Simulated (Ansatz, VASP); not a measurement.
**One calculation of MgO, two programs**

Contents of INCAR:

```
PREC = Accurate
ENCUT = 520
EDIFF = 1E-6
ISMEAR = 0
SIGMA = 0.05
LREAL = False
LASPH = True
NELM = 80
ALGO = Normal
ISIF = 2
LWAVE = False
LCHARG = False
GGA = PS
NBANDS = 16
```

The input KPOINTS:

```
regular mesh
0
Gamma
  9 9 6
```

File POSCAR:

```
MgO
1.0
    3.5354804147      0.0000000000      0.0000000000
   -1.7677402074      3.0618158537      0.0000000000
    0.0000000000      0.0000000000      4.0969764116
Mg O
2 2
Direct
    0.6706976504      0.3413953009      0.7500000000
    0.3293023496      0.6586046991      0.2500000000
    0.6636986988      0.3273973975      0.2500000000
    0.3363013012      0.6726026025      0.7500000000
```

Input for Ansatz:

```yaml
crystal:
  lattice:
    - [3.5354804147, 0.0, 0.0]
    - [-1.7677402074, 3.0618158537, 0.0]
    - [0.0, 0.0, 4.0969764116]
  atoms:
    - { symbol: Mg, position: [0.6706976504, 0.3413953009, 0.75] }
    - { symbol: Mg, position: [0.3293023496, 0.6586046991, 0.25] }
    - { symbol: O, position: [0.6636986988, 0.3273973975, 0.25] }
    - { symbol: O, position: [0.3363013012, 0.6726026025, 0.75] }
basis:
  ecutwfc: 520.0
kpoints:
  mp_grid: { grid: [9, 9, 6] }
hamiltonian:
  xc: pbesol
  pseudopotentials: { kind: paw, azcp: { folder: soft_1 } }
scf:
  occupations: { method: gaussian, width: 0.05 }
output:
  forces: true
  stress: true
  eigenvalues: true
```

Change from the starting cell: mode 5 frozen in at +0.024 Å, strain +e along z and -e/2 along x and y -0.0233.

Alike in both runs: task single point; functional PBEsol; k mesh 9 × 9 × 6; occupations gaussian, width 0.05 eV; no spin polarisation.

|  | VASP | Ansatz |
| --- | --- | --- |
| version | VASP 6.6.1 | Ansatz 0.2.0 |
| potentials or method | VASP PAW PBE potentials, release 64 (Mg, O) | scalar-relativistic, plane waves, PAW |
| plane-wave cutoff (eV) | 520 | 520 |
| valence electrons in the cell | 16 | 32 |

```tsv
	VASP	Ansatz	Ansatz less VASP
gap on the k mesh at the Fermi level (eV)	3.31	3.32	+0.009
least direct gap on the mesh (eV)	3.31	3.32	+0.009
pressure (GPa)	0.2	0.6	+0.42
largest component of the traceless stress (GPa)	4.41	4.44	+0.038
rms of the force components (eV/Å)	0.084	0.083	-0.0009
```

Atom by atom the forces differ by 0.001 eV/Å (rms over components). The two sets of potentials don't hold the same shells in valence. Ansatz warned: «pseudo_functional_mismatch».

Caveats: the PAW data sets were made with another functional, which shifts forces and pressure a little (VASP).
